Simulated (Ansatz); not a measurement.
# AlV2C (P6_3/mmc) in Ansatz: further runs

The runs below take AlV2C through band structure, with r2SCAN, LDA.

All numbers are computed with Ansatz 0.2.0; they aren't measurements. Logs are shortened: lines on timing, memory, paths and dates and some standing lists are left out, and cuts for length are marked.

**1. The structure**

It takes space group P6_3/mmc (No. 194, hexagonal). Conventional cell: a = 2.888 Å, b = 2.888 Å, c = 13.105 Å, α = 90.00°, β = 90.00°, γ = 120.00°. V (site symmetry 3m) has 3 C at 2.02 Å as nearest neighbours. Al (site symmetry -6m2) is surrounded by 6 V at 2.72 Å and 6 Al at 2.89 Å. Around C (site symmetry -3m) lie 6 V at 2.02 Å.

The cell comes from a database or a generator and needn't be the stable form of this composition.

**2. Band structure, r2SCAN, collinear spin, ferromagnetic start**

input.yaml reads:

```yaml
crystal:
  lattice:
    - [2.8875990726, 0.0, 0.0]
    - [-1.4437995363, 2.5007341528, 0.0]
    - [0.0, 0.0, 13.10482311]
  atoms:
    - { symbol: V, position: [0.3333333333, 0.6666666667, 0.91361578], spin: 2.0 }
    - { symbol: V, position: [0.6666666667, 0.3333333333, 0.08638422], spin: 2.0 }
    - { symbol: V, position: [0.6666666667, 0.3333333333, 0.41361578], spin: 2.0 }
    - { symbol: V, position: [0.3333333333, 0.6666666667, 0.58638422], spin: 2.0 }
    - { symbol: Al, position: [0.6666666667, 0.3333333333, 0.75] }
    - { symbol: Al, position: [0.3333333333, 0.6666666667, 0.25] }
    - { symbol: C, position: [0.0, 0.0, 0.5] }
    - { symbol: C, position: [0.0, 0.0, 0.0] }
hamiltonian:
  xc: r2scan
  pseudopotentials: { kind: paw }
magnetization:
  spin_polarized: true
kpoints:
  mp_grid: { grid: [11, 11, 2] }
  band_path:
    path:
      - [[0.0, 0.0, 0.0], [0.5, 0.0, 0.0], [0.3333333333, 0.3333333333, 0.0], [0.0, 0.0, 0.0], [0.0, 0.0, 0.5], [0.5, 0.0, 0.5], [0.3333333333, 0.3333333333, 0.5], [0.0, 0.0, 0.5]]
      - [[0.5, 0.0, 0.5], [0.5, 0.0, 0.0]]
      - [[0.3333333333, 0.3333333333, 0.0], [0.3333333333, 0.3333333333, 0.5]]
    npoints: 10
scf:
  occupations: { method: fermi_dirac, width: 0.05 }
  n_extra_bands: 20
output:
  forces: true
  stress: true
  eigenvalues: true
  fatbands: true
```

Potentials or basis: Ansatz PAW.

The run is started by

```console
$ ansatz run input.yaml --threads 4 --pin off --max-ram 11264MiB --backend cpu --events-out ev --progress --plain --runs-dir out
```

Standard output:

```text
Warning: RAYON_NUM_THREADS=4 ignored (pool sized by the plan → 4); use --threads N
scf.n_extra_bands = 20 over 33 filled bands (N_el = 66.0): the run solves 53 bands
Engine: ansatz 0.2.0, x86_64-unknown-linux-gnu
Pseudopotentials: kind: paw
Pseudopotential: V, paw, valence charge 13, recommended cutoff 500 eV (meta_gga), V.paw.azcp
Pseudopotential: Al, paw, valence charge 3, recommended cutoff 500 eV (meta_gga), Al.paw.azcp
Pseudopotential: C, paw, valence charge 4, recommended cutoff 500 eV (meta_gga), C.paw.azcp
Functional definition: r2SCAN
  parameter k0 = 0.174
  parameter k1 = 0.065
  parameter a1 = 4.9479
  exchange = r2scan_x(k0 = k0, k1 = k1, a1 = a1)
  correlation = r2scan_c
Crystal: 8 atoms, lattice volume = 94.631 Å³
Basis set: ecut = 500 eV, 2387 PW (Γ), exchange–correlation on 96×96×384 points (64 copies of the dense FFT grid, shifted against one another)
Bands: 53, of which v1, the nominal top of the filled ones, is band 33 counted from 1 (32 counted from 0)
Symmetry: 24 space group operations
Space group: P63/mmc (ITA 194), of the structure as read, at distance tolerance 4.6e-5 Å
Magnetic group: BNS 194.263 (UNI 1493), of the structure as read, at distance tolerance 4.6e-5 Å
k-points: 32 of 242
Non-local potential: V, projectors of the file, l = 0: 3, l = 1: 2, l = 2: 3, l = 3: 1
Non-local potential: Al, projectors of the file, l = 0: 2, l = 1: 2, l = 2: 1
Non-local potential: C, projectors of the file, l = 0: 2, l = 1: 2, l = 2: 1
PAW form: soft (Blöchl's): semilocal exchange-correlation on the pseudo side does not see the compensation charge
PAW frozen core: V, regenerated for the run's functional (the file was generated under x = pbe(κ = 0.804, μ = 0.2195149727645171), c = pbe(β = 0.06672455060314922))
PAW frozen core: Al, regenerated for the run's functional (the file was generated under x = pbe(κ = 0.804, μ = 0.2195149727645171), c = pbe(β = 0.06672455060314922))
PAW frozen core: C, regenerated for the run's functional (the file was generated under x = pbe(κ = 0.804, μ = 0.2195149727645171), c = pbe(β = 0.06672455060314922))
PAW one-centre angular grid: V, 590 points (default); XC on 160 Gauss nodes
PAW one-centre angular grid: Al, 302 points (default); XC on 160 Gauss nodes
PAW one-centre angular grid: C, 302 points (default); XC on 239 of its mesh's 2573 points in the sphere
Initial density: superposition of atomic densities (chi_scale 0.1, normalization cell, long waves kept (reshape's long-wave potential 0.18 eV rms))
Starting moments: Σ|m| = 8 μB on 4 of 8 sites
Initial wavefunctions: pseudopotential atomic-orbital guess
Functional: x = r2scan, c = r2scan; τ floored in thin density (d = 2e-4 eV/Å³)
SCF iter   1: F=—  HF=-13257.614587 eV  |F-HF|=—  |Δ(HF+E_count)|=         —  Δρ=8.87e-2 (↑8.87e-2 ↓5.12e-2)  dr2=1.43e1  dr2_τ=4.06e-1  dr2_m=2.14e0  M=3.947 μB ∫|m|=4.951 μB  β_m=0.59  ethr=3.10e-3  ⟨swp⟩=5.9  Hψ=12157  notcnv=0  defer=48
Mixer restart at iter 1: flushing history
[... 18 lines left out ...]
SCF iter  18: F=—  HF=-13257.163814 eV  |F-HF|=—  |Δ(HF+E_count)|=   2.46e-7  Δρ=6.23e-6 (↑6.23e-6 ↓5.28e-6)  dr2=2.26e-8  dr2_τ=1.20e-9  dr2_m=2.24e-8  M=-0.000 μB ∫|m|=0.000 μB  β_m=0.30  ethr=3.00e-10  ⟨swp⟩=2.0  Hψ=4932  notcnv=0  defer=556  κ⁻¹=1.0e-5(r=8)
SCF iter  19: F=—  HF=-13257.163815 eV  |F-HF|=—  |Δ(HF+E_count)|=   7.15e-7  Δρ=3.64e-6 (↑3.64e-6 ↓3.00e-6)  dr2=1.09e-8  dr2_τ=3.09e-10  dr2_m=8.04e-9  M=0.000 μB ∫|m|=0.000 μB  β_m=0.58  ethr=3.43e-11  ⟨swp⟩=2.3  Hψ=5634  notcnv=0  defer=556  κ⁻¹=3.8e-6(r=8)
SCF iter  20: F=—  HF=-13257.163815 eV  |F-HF|=—  |Δ(HF+E_count)|=   6.42e-8  Δρ=2.37e-6 (↑2.37e-6 ↓1.98e-6)  dr2=5.10e-9  dr2_τ=1.02e-10  dr2_m=3.44e-9  M=0.000 μB ∫|m|=0.000 μB  β_m=0.30  ethr=1.65e-11  ⟨swp⟩=2.0  Hψ=5515  notcnv=0  defer=556  κ⁻¹=4.1e-6(r=8)
SCF iter  21: F=—  HF=-13257.163815 eV  |F-HF|=—  |Δ(HF+E_count)|=   2.13e-8  Δρ=1.15e-6 (↑1.08e-6 ↓1.15e-6)  dr2=1.10e-9  dr2_τ=3.31e-11  dr2_m=6.10e-10  M=0.000 μB ∫|m|=0.000 μB  β_m=0.30  ethr=7.72e-12  ⟨swp⟩=2.0  Hψ=5517  notcnv=0  defer=556  κ⁻¹=6.6e-7(r=8)
SCF iter  22: F=-13257.163815 eV  HF=-13257.163815 eV  |F-HF|=2.98e-10  |Δ(HF+E_count)|=   6.35e-9  Δρ=4.71e-7 (↑3.56e-7 ↓4.71e-7)  dr2=7.16e-10  dr2_τ=4.79e-12  dr2_m=6.35e-11  M=-0.000 μB ∫|m|=0.000 μB  ethr=1.66e-12  ⟨swp⟩=8.3  Hψ=15160  notcnv=0
SCF 1 converged in 22 iterations: F = -13257.163815 eV  dr2 = 7.16e-10
WARN: the starting moments were not kept: the SCF closed with an absolute magnetisation of 2.7e-5 μB, where they sum to 8 μB in size (4 sites). That is at most 0.1 of that sum. Measured as dr2_m measures the in/out step, that magnetisation stands 7.3e-11 eV from none, at or under the dr2_threshold of 1.0e-7 eV: it is no larger than a step whose dr2_m would equal this threshold. The system may hold no moment; this SCF shows only that its start led to no more than that. To try another start: raise the starting moments (crystal.atoms[].spin, magnetization.per_species, magnetization.initial_magnetization, or on a non-collinear deck that types none of these the spinor_matrix: blocks that start its atoms; where the total moment is fixed, keep their sum and leave initial_magnetization as it is; typed ones take the place of any that the run laid by itself, positive ones on a crystal's lanthanoids without a Hubbard term where scf.initial_density.shell_occupations: [] is typed) or, if the notice of its spin-set hold's release reads "site moments contracting" or "site moments show no strong build", lengthen the hold (scf.mixing.spin_hold: { on: { confirm: 4 } }; for m-r²SCAN on two components see the key's manual first). Each may lead to a state that holds a moment. A second SCF, from the converged charge density, with the starting moments and any scf.initial_density.shell_occupations laid on it anew, would have followed, and was not run: the deck does not ask for one (magnetization.retry_lost_moments is false, the default). To let it run, set magnetization.retry_lost_moments: true and run the deck again, where that key's refused combinations let it; where memory then withholds it, that run's warning says so.
this state was not tested for a lower state beside it, because the mixer in use, unlike msr1, does not test its closes by its own steps (another_mixer; see scf.mixing.algorithm and scf.lower_state_search)
NSCF: frozen V_eff on 93 k-points
SCF converged after 22 iterations
Magnetization: -0.0000 μB (33.0000 up, 33.0000 down)
Absolute magnetization: 0.0000 μB (∫|ρ↑−ρ↓|, with the PAW one-centre terms)
Spin contamination: 0.0000 ħ² per cell (⟨S²⟩ above its minimum at these occupations)
Per-site moments (μB) at R_I (Å): [(-2.825268833669768e-6, 0.8312613470405035), (-2.825268833711201e-6, 0.8312613470405033), (-2.8252688337032857e-6, 0.8312613470405033), (-2.825268833667504e-6, 0.8312613470405033), (-1.1336708935917347e-6, 1.1203619829493645), (-1.1336708937087171e-6, 1.1203619829493647), (-4.7193145230468886e-7, 0.8312613470405033), (-4.7193145235973123e-7, 0.8312613470405033)]
Free energy (F): -13257.163815 eV
Harris-Foulkes:  -13257.163815 eV  (|F-HF|=2.98e-10)
Internal energy: -13257.131118 eV  (E = F + TS)
E sigma→0 (E₀):  -13257.147466 eV
Entropy (-TS):   -0.032697 eV (-4.087 meV/atom)
Fermi energy:    13.977045 eV
--- Per-component energies (eV) ---
  E_band       = -721.841489
  E_kinetic    = 1577.495909
  E_local      = -6458.854451  (includes V_loc(G=0)·N_el)
  E_nonlocal   = -116.145397
  E_hartree    = 2994.688957
  E_xc         = -679.919104
  E_vxc        = -937.392621  (∫ρ·V_xc dr)
  E_paw        = -5630.708019  (= ΣΔE_a)
  E_vpaw       = -834.996182  (= ΣTr[D̂ρ^β])
  E_aug_tail   = 0.000720  (compensation charges beyond the density's cutoff)
  E_vtau       = 58.675099  (kinetic-family band-sum trace: ∫τ·v_τ [+ j·A + Jᵃ·Aᵃ] dr)
  E_ewald      = -4942.456847
  E_core_change = -1.232887  (= ΣΔE_core)
  E_smearing   = -0.032697  (= −TS)
  E_closure    = -0.000000  (closes the sum)
  Σ components = -13257.163815   (vs F -13257.163815, Δ=0.00e0)
--- Forces (eV/Å), atoms counted from 1 ---
  atom   1  V     -0.00000000    -0.00000000     0.22262269
  atom   2  V     -0.00000000     0.00000000    -0.22262269
  atom   3  V     -0.00000000     0.00000000     0.22262269
  atom   4  V      0.00000000    -0.00000000    -0.22262269
  atom   5  Al    -0.00000000     0.00000000     0.00000000
  atom   6  Al    -0.00000000    -0.00000000     0.00000000
  atom   7  C      0.00000000    -0.00000000     0.00000000
  atom   8  C      0.00000000     0.00000000     0.00000000
  max |Σ_I F_I| component: 9.25e-17 eV/Å
--- Stress (GPa, compression-positive) ---
       -0.974646       0.000000       0.000000
        0.000000      -0.974646       0.000000
        0.000000       0.000000      -0.596704
  P = ⅓ Tr σ = -0.8487 GPa (-8.487 kbar)
--- Band table (eV; the first three rows and the last of 64) ---
  k-point 0 ↑: bands = ["-53.1245", "-53.1244", "-53.0664", "-53.0664", "-26.0359", "-26.0333", "-25.6942", "-25.6914", "-25.6249", "-25.6249", "-25.6249", "-25.6249", "-25.5882", "-25.5882", "-25.5881", "-25.5881", "0.4092", "0.4990", "4.3150", "4.9521", "6.9382", "8.1126", "10.5419", "10.5419", "10.5449", "10.5449", "10.6033", "11.6846", "12.9179", "13.3101", "13.7587", "13.7587", "13.7742", "13.7742", "14.5354", "14.5354", "14.5761", "14.5761", "15.4067", "15.4067", "15.4606", "15.4606", "17.3208", "17.6562", "19.2988", "19.9152", "19.9152", "19.9834", "19.9834", "20.3193", "24.0750", "25.5848", "27.1525"]
  k-point 1 ↑: bands = ["-53.1244", "-53.1244", "-53.0664", "-53.0664", "-26.0346", "-26.0346", "-25.6928", "-25.6928", "-25.6249", "-25.6249", "-25.6249", "-25.6249", "-25.5882", "-25.5882", "-25.5882", "-25.5882", "0.4530", "0.4530", "4.5908", "4.5908", "7.5209", "7.5209", "10.5434", "10.5434", "10.5434", "10.5434", "11.1514", "11.1514", "13.1547", "13.1547", "13.7664", "13.7664", "13.7664", "13.7664", "14.5552", "14.5552", "14.5552", "14.5552", "15.4342", "15.4342", "15.4342", "15.4342", "17.4625", "17.4625", "19.7952", "19.7952", "19.9490", "19.9490", "19.9490", "19.9490", "24.8000", "24.8000", "27.3590"]
  k-point 2 ↑: bands = ["-53.1192", "-53.1191", "-53.0632", "-53.0632", "-26.0274", "-26.0250", "-25.7044", "-25.7020", "-25.6479", "-25.6475", "-25.6355", "-25.6355", "-25.6150", "-25.6148", "-25.5917", "-25.5917", "0.5501", "0.6311", "4.5192", "5.1008", "7.1549", "8.2753", "9.9508", "10.2975", "10.5618", "10.5648", "11.0311", "11.6573", "12.9324", "13.3862", "13.5133", "13.5442", "13.8868", "13.9060", "14.2656", "14.4757", "14.5096", "14.5205", "15.4436", "15.4663", "15.5238", "15.5525", "17.4316", "17.9245", "19.4784", "19.7281", "19.8168", "19.9168", "19.9917", "20.6851", "24.5156", "24.6218", "24.8965"]
  k-point 31 ↓: bands = ["-53.0388", "-53.0388", "-53.0327", "-53.0327", "-25.9767", "-25.9767", "-25.9416", "-25.9416", "-25.8975", "-25.8975", "-25.8126", "-25.8126", "-25.7222", "-25.7222", "-25.7074", "-25.7074", "2.5186", "2.5186", "8.2814", "8.2814", "8.8681", "8.8681", "9.7839", "9.7839", "10.7349", "10.7349", "11.1977", "11.1977", "11.9707", "11.9707", "12.2958", "12.2958", "13.2005", "13.2005", "15.0581", "15.0581", "15.5302", "15.5302", "16.2077", "16.2077", "16.2210", "16.2210", "16.5579", "16.5579", "17.9278", "17.9278", "18.7211", "18.7211", "18.9238", "18.9238", "20.0555", "20.0555", "21.4176"]
```

It took 85 s on 4 threads of Intel Xeon at 2.50GHz (Skylake/Cascade Lake), shared host; peak memory 0.98 GiB.

What came out:

| Quantity | Value |
| --- | --- |
| Free energy | -13257.1638 eV |
| Pressure | -0.8 GPa |
| Largest force | 0.223 eV/Å |
| Band gap on the k mesh | none (metal or under the smearing width) |
| Net moment | 0.00 μB per cell |
| Absolute moment | 0.00 μB per cell |

Forces in eV/Å, atoms in the order of the input:
```
V    0.000  0.000  0.223
V    0.000  0.000 -0.223
V    0.000  0.000  0.223
V    0.000  0.000 -0.223
Al   0.000  0.000  0.000
Al   0.000  0.000  0.000
C    0.000  0.000  0.000
C    0.000  0.000  0.000
```

Levels at the corners of the path, in eV from the Fermi level:
Spin up:
| point | band 32 | band 33 | band 34 | band 35 | band 36 | band 37 |
| --- | --- | --- | --- | --- | --- | --- |
| Γ | -0.22 | -0.20 | -0.20 | 0.56 | 0.56 | 0.60 |
| M | -1.72 | 0.73 | 1.02 | 1.15 | 1.17 | 1.83 |
| K | -1.87 | -1.32 | -0.37 | 1.16 | 1.16 | 1.44 |
| Γ | -0.22 | -0.20 | -0.20 | 0.56 | 0.56 | 0.60 |
| A | -0.21 | -0.21 | -0.21 | 0.58 | 0.58 | 0.58 |
| L | -1.72 | 0.96 | 0.96 | 1.10 | 1.10 | 1.92 |
| H | -1.78 | -0.83 | -0.83 | 1.10 | 1.10 | 1.53 |
| A | -0.21 | -0.21 | -0.21 | 0.58 | 0.58 | 0.58 |
| L | -1.72 | 0.96 | 0.96 | 1.10 | 1.10 | 1.92 |
| M | -1.72 | 0.73 | 1.02 | 1.15 | 1.17 | 1.83 |
| K | -1.87 | -1.32 | -0.37 | 1.16 | 1.16 | 1.44 |
| H | -1.78 | -0.83 | -0.83 | 1.10 | 1.10 | 1.53 |
Spin down:
| point | band 30 | band 31 | band 32 | band 33 | band 34 | band 35 | band 36 | band 37 | band 38 | band 39 |
| --- | --- | --- | --- | --- | --- | --- | --- | --- | --- | --- |
| Γ | -0.67 | -0.22 | -0.22 | -0.20 | -0.20 | 0.56 | 0.56 | 0.60 | 0.60 | 1.43 |
| M | -2.52 | -1.73 | -1.72 | 0.73 | 1.02 | 1.15 | 1.17 | 1.83 | 1.90 | 1.93 |
| K | -2.05 | -1.87 | -1.87 | -1.32 | -0.37 | 1.16 | 1.16 | 1.44 | 1.44 | 1.67 |
| Γ | -0.67 | -0.22 | -0.22 | -0.20 | -0.20 | 0.56 | 0.56 | 0.60 | 0.60 | 1.43 |
| A | -0.82 | -0.21 | -0.21 | -0.21 | -0.21 | 0.58 | 0.58 | 0.58 | 0.58 | 1.46 |
| L | -2.54 | -1.72 | -1.72 | 0.96 | 0.96 | 1.10 | 1.10 | 1.92 | 1.92 | 2.04 |
| H | -2.16 | -1.78 | -1.78 | -0.83 | -0.83 | 1.10 | 1.10 | 1.53 | 1.53 | 2.14 |
| A | -0.82 | -0.21 | -0.21 | -0.21 | -0.21 | 0.58 | 0.58 | 0.58 | 0.58 | 1.46 |
| L | -2.54 | -1.72 | -1.72 | 0.96 | 0.96 | 1.10 | 1.10 | 1.92 | 1.92 | 2.04 |
| M | -2.52 | -1.73 | -1.72 | 0.73 | 1.02 | 1.15 | 1.17 | 1.83 | 1.90 | 1.93 |
| K | -2.05 | -1.87 | -1.87 | -1.32 | -0.37 | 1.16 | 1.16 | 1.44 | 1.44 | 1.67 |
| H | -2.16 | -1.78 | -1.78 | -0.83 | -0.83 | 1.10 | 1.10 | 1.53 | 1.53 | 2.14 |

Caveat: the magnetic or orbital state may not be the lowest; the PAW data sets come from PBE, with cores solved anew for the run's functional, which leaves a small shift of forces and pressure; the starting moments weren't kept.

**3. Band structure, LDA, collinear spin, ferromagnetic start**

input.yaml, as its differences from that of step 2:

```diff
@@ -15,3 +15,3 @@
 hamiltonian:
-  xc: r2scan
+  xc: lda
   pseudopotentials: { kind: paw }
```

Potentials or basis: Ansatz PAW.

The run is started by

```console
$ ansatz run input.yaml --threads 4 --pin off --max-ram 11264MiB --backend cpu --events-out ev --progress --plain --runs-dir out
```

It took 40 s on 4 threads of Intel Xeon at 2.50GHz (Skylake/Cascade Lake), shared host; peak memory 0.71 GiB.

Results (log left out):

- Free energy: -12958.1121 eV
- Pressure: -8.8 GPa
- Largest force: 0.655 eV/Å
- Band gap on the k mesh: none (metal or under the smearing width)
- Net moment: 0.00 μB per cell
- Absolute moment: 0.00 μB per cell

Forces on the atoms (eV/Å):
```
V    0.000  0.000  0.655
V    0.000  0.000 -0.655
V    0.000  0.000  0.655
V    0.000  0.000 -0.655
Al   0.000  0.000  0.000
Al   0.000  0.000  0.000
C    0.000  0.000  0.000
C    0.000  0.000  0.000
```

Stress tensor (GPa, compression positive):
```
-8.22  0.00  0.00
 0.00 -8.22  0.00
 0.00  0.00 -9.83
```

Levels at the corners of the path, in eV from the Fermi level:
Spin up:
| point | band 31 | band 32 | band 33 | band 34 | band 35 | band 36 | band 37 | band 38 |
| --- | --- | --- | --- | --- | --- | --- | --- | --- |
| Γ | -0.27 | -0.27 | -0.25 | -0.25 | 0.60 | 0.60 | 0.64 | 0.64 |
| M | -1.47 | -1.44 | 0.72 | 1.04 | 1.11 | 1.19 | 1.78 | 1.80 |
| K | -1.65 | -1.65 | -1.24 | -0.29 | 1.10 | 1.10 | 1.31 | 1.31 |
| Γ | -0.27 | -0.27 | -0.25 | -0.25 | 0.60 | 0.60 | 0.64 | 0.64 |
| A | -0.26 | -0.26 | -0.26 | -0.26 | 0.62 | 0.62 | 0.62 | 0.62 |
| L | -1.46 | -1.46 | 0.94 | 0.94 | 1.11 | 1.11 | 1.81 | 1.81 |
| H | -1.55 | -1.55 | -0.74 | -0.74 | 1.03 | 1.03 | 1.40 | 1.40 |
| A | -0.26 | -0.26 | -0.26 | -0.26 | 0.62 | 0.62 | 0.62 | 0.62 |
| L | -1.46 | -1.46 | 0.94 | 0.94 | 1.11 | 1.11 | 1.81 | 1.81 |
| M | -1.47 | -1.44 | 0.72 | 1.04 | 1.11 | 1.19 | 1.78 | 1.80 |
| K | -1.65 | -1.65 | -1.24 | -0.29 | 1.10 | 1.10 | 1.31 | 1.31 |
| H | -1.55 | -1.55 | -0.74 | -0.74 | 1.03 | 1.03 | 1.40 | 1.40 |
Spin down:
```tsv
point	band 32	band 33	band 34	band 35	band 36	band 37
Γ	-0.27	-0.25	-0.25	0.60	0.60	0.64
M	-1.44	0.72	1.04	1.11	1.19	1.78
K	-1.65	-1.24	-0.29	1.10	1.10	1.31
Γ	-0.27	-0.25	-0.25	0.60	0.60	0.64
A	-0.26	-0.26	-0.26	0.62	0.62	0.62
L	-1.46	0.94	0.94	1.11	1.11	1.81
H	-1.55	-0.74	-0.74	1.03	1.03	1.40
A	-0.26	-0.26	-0.26	0.62	0.62	0.62
L	-1.46	0.94	0.94	1.11	1.11	1.81
M	-1.44	0.72	1.04	1.11	1.19	1.78
K	-1.65	-1.24	-0.29	1.10	1.10	1.31
H	-1.55	-0.74	-0.74	1.03	1.03	1.40
```

Caveat: the PAW data sets come from PBE, with cores solved anew for the run's functional, which leaves a small shift of forces and pressure; the starting moments weren't kept.
